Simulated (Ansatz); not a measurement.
Ansatz input file:

```yaml
crystal:
  lattice:
    - [2.7224243151, 0.0, 0.0]
    - [0.0, 2.7224243151, 0.0]
    - [0.0, 0.0, 0.9191826977]
  atoms:
    - { symbol: H, position: [0.0, 0.0, 0.5] }
basis:
  ecutwfc: 500
kpoints:
  mp_grid: { grid: [14, 14, 34] }
hamiltonian:
  xc: r2scan
scf:
  occupations: { method: gaussian, width: 0.05 }
output:
  forces: true
  stress: true
  eigenvalues: true
```

It can be run as
```bash
ansatz run input.yaml --threads 1 --pin off --backend cpu --events-out ev --progress --plain --runs-dir out  # memory cap (--max-ram) not shown
```

The calculation used Ansatz 0.2.0, DFT r2SCAN, scalar-relativistic, plane waves, PAW.

Part of what the program printed, abridged:

```
Pseudopotentials: kind: paw
Pseudopotential: H, paw, valence charge 1, recommended cutoff 500 eV (meta_gga)
Functional definition: r2SCAN
Crystal: 1 atom, lattice volume = 6.813 Å³
Basis set: ecut = 500 eV, 159 PW (Γ), exchange–correlation on 80×80×32 points (64 copies of the dense FFT grid, shifted against one another)
Bands: 5, of which v1, the nominal top of the filled ones, is band 1 counted from 1 (0 counted from 0)
Symmetry: 16 space group operations
Space group: P4/mmm (ITA 123), of the structure as read, at distance tolerance 1.9e-5 Å
k-points: 648 of 6664
Initial density: superposition of atomic densities (neutral atoms: chi_scale 0, normalization atom), corrected by the library's trained network
Initial wavefunctions: pseudopotential atomic-orbital guess
Functional: x = r2scan, c = r2scan; τ floored in thin density (d = 2e-4 eV/Å³)
SCF iter   1: F=—  HF=-15.556523 eV  |F-HF|=—  |Δ(HF+E_count)|=         —  Δρ=1.06e-2  dr2=9.34e-3  dr2_τ=5.68e-3  ethr=1.77e-3  ⟨swp⟩=5.2  Hψ=33292  notcnv=0
SCF iter   2: F=—  HF=-15.522573 eV  |F-HF|=—  |Δ(HF+E_count)|=   3.39e-2  Δρ=4.40e-3  dr2=1.75e-3  dr2_τ=2.79e-5  ethr=9.34e-4  ⟨swp⟩=2.3  Hψ=11792  notcnv=0
SCF iter   3: F=—  HF=-15.523002 eV  |F-HF|=—  |Δ(HF+E_count)|=   4.29e-4  Δρ=3.34e-4  dr2=6.21e-6  dr2_τ=4.51e-7  ethr=1.75e-4  ⟨swp⟩=2.6  Hψ=9147  notcnv=0
SCF iter   4: F=—  HF=-15.523016 eV  |F-HF|=—  |Δ(HF+E_count)|=   1.38e-5  Δρ=7.01e-5  dr2=2.28e-7  dr2_τ=2.23e-8  ethr=6.21e-7  ⟨swp⟩=1.5  Hψ=6157  notcnv=0
SCF iter   5: F=-15.523016 eV  HF=-15.523016 eV  |F-HF|=5.93e-10  |Δ(HF+E_count)|=   4.45e-8  Δρ=4.91e-6  dr2=1.21e-9  dr2_τ=1.26e-10  ethr=2.28e-8  ⟨swp⟩=1.0  Hψ=5833  notcnv=0
SCF iter   6: F=-15.523016 eV  HF=-15.523016 eV  |F-HF|=4.87e-12  |Δ(HF+E_count)|=  5.63e-10  Δρ=1.45e-7  dr2=1.81e-12  dr2_τ=3.49e-13  ethr=1.21e-10  ⟨swp⟩=1.6  Hψ=15561  notcnv=0
SCF 1 converged in 6 iterations: F = -15.523016 eV  dr2 = 1.81e-12
SCF converged after 6 iterations
Free energy (F): -15.523016 eV
Harris-Foulkes:  -15.523016 eV  (|F-HF|=4.87e-12)
Internal energy: -15.523016 eV  (E = F + TS)
E sigma→0 (E₀):  -15.523016 eV
Fermi energy:    -0.681597 eV
--- Per-component energies (eV) ---
  E_band       = -8.453246
  E_kinetic    = 14.128304
  E_local      = -21.246397  (includes V_loc(G=0)·N_el)
  E_nonlocal   = 1.624713
  E_hartree    = 4.992574
  E_xc         = -9.141567
  E_vxc        = -13.035446  (∫ρ·V_xc dr)
  E_paw        = -0.543321  (= ΣΔE_a)
  E_vpaw       = -0.712163  (= ΣTr[D̂ρ^β])
  E_aug_tail   = -0.000467  (compensation charges beyond the density's cutoff)
  E_vtau       = 0.803066  (kinetic-family band-sum trace: ∫τ·v_τ [+ j·A + Jᵃ·Aᵃ] dr)
  E_ewald      = -5.336856
  E_smearing   =  0.000000  (= −TS)
--- Forces (eV/Å), atoms counted from 1 ---
  atom   1  H      0.00000000     0.00000000     0.00000000
--- Stress (GPa, compression-positive) ---
        0.784898       0.000000       0.000000
        0.000000       0.784898       0.000000
        0.000000       0.000000      21.564037
  P = ⅓ Tr σ = 7.7113 GPa (77.113 kbar)
--- Band table (eV; the first three rows and the last of 648) ---
  k-point 0: bands = ["-13.3966", "8.0662", "14.0144", "14.0144", "17.7585"]
  k-point 1: bands = ["-13.2356", "8.2222", "14.1767", "14.1767", "17.9170"]
  k-point 2: bands = ["-12.7526", "8.6902", "14.6638", "14.6638", "18.3925"]
  k-point 647: bands = ["30.4838", "40.6215", "51.5166", "51.5166", "51.9303"]
```

The calculation finished and met its thresholds.

The cell holds chains, and where no dispersion correction was added their binding is poorly described.